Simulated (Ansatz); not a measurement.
**Magnetic states of nickel, hcp**

Theory: DFT, PBE, plane waves (420 eV) with PAW, scalar-relativistic in Ansatz.

Each start was relaxed and then solved on a dense mesh, with Fermi-Dirac smearing of 0.05 eV (0.1 eV in a metal without spin) extrapolated to zero. Rows within 2 meV/atom of each other tie.

Question: Where does each start end, and how do the energies compare? Starts: ferromagnetic; antiferromagnetic (alternate layers); non-magnetic.

Answer: 
```
                               start                                 ends  ΔE (meV/atom)  V (Å³/atom)
                       ferromagnetic  ferromagnetic, net 0.65 μB per atom            0.0        10.93
antiferromagnetic (alternate layers)  ferromagnetic, net 0.65 μB per atom            0.0        10.93
                        non-magnetic                    spin not included           50.6        10.89
```
